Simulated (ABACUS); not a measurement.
Wanted: the native input for an ABACUS 3.10.1 run.

- Task: single point
- Functional: r2SCAN
- Potentials or basis: SG15 ONCV 1.2 PBE
- Cutoff: 1401 eV
- Density cutoff: 5606 eV
- Basis: plane waves
- k mesh: 4 × 4 × 4
- Occupations: fermi-dirac, width 0.05 eV
- Spin: no spin polarisation
- Radial cutoff of the potentials (pseudo_rcut): 10 bohr
- SCF threshold on the density: 1e-08
- Max SCF steps: 100
- Eigensolver: dav
- Mixing: broyden
- Mixing share: 0.7
- Symmetry key: 1
- Bands: 23

NaI:

```
I Na
1.0
     0.00000    3.23640    3.23640
     3.23640    0.00000    3.23640
     3.23640    3.23640    0.00000
I Na
1 1
Direct
  0.50000 0.50000 0.50000
  0.00000 0.00000 0.00000
```

These files were run (other wordings do the same):

INPUT

```
INPUT_PARAMETERS
suffix              NaI
calculation         scf
basis_type          pw
pseudo_dir          ./
symmetry            1
dft_functional      MGGA_X_R2SCAN+MGGA_C_R2SCAN
ecutwfc             103
pseudo_rcut         10
nspin               1
nbands              23
ks_solver           dav
smearing_method     fd
smearing_sigma      0.00367493
scf_thr             1e-08
scf_nmax            100
mixing_type         broyden
mixing_beta         0.7
cal_force           1
cal_stress          1
mixing_tau          1
out_chg             1
kpar                4
```

STRU

```
ATOMIC_SPECIES
I 126.9045 I_ONCV_PBE-1.2.upf
Na 22.9898 Na_ONCV_PBE-1.2.upf

LATTICE_CONSTANT
1.8897261246

LATTICE_VECTORS
0.0000000000 3.2364000000 3.2364000000
3.2364000000 0.0000000000 3.2364000000
3.2364000000 3.2364000000 0.0000000000

ATOMIC_POSITIONS
Direct

I
0.0
1
0.5000000000 0.5000000000 0.5000000000 1 1 1

Na
0.0
1
0.0000000000 0.0000000000 0.0000000000 1 1 1
```

KPT

```
K_POINTS
0
Gamma
4 4 4 0 0 0
```

Potentials or basis: SG15 ONCV 1.2 PBE, plane waves.

The run is started by

```sh
$ OMP_NUM_THREADS=1 mpirun -np 4 abacus > log
```

It gave:

- Pressure: -0.4 GPa
- Band gap on the k mesh: 4.41 eV, direct

Caveat: the k mesh is coarse (spacing up to 0.42 Å⁻¹), so the values aren't converged; the potentials were made for another functional, which shifts forces and pressure; spin-orbit coupling is left out, which moves the levels of the heavy elements.

Wall time 28 s on 4 MPI ranks on Intel(R) Xeon(R) 6975P-C (Granite Rapids) (shared host), peak memory 0.64 GiB a rank.
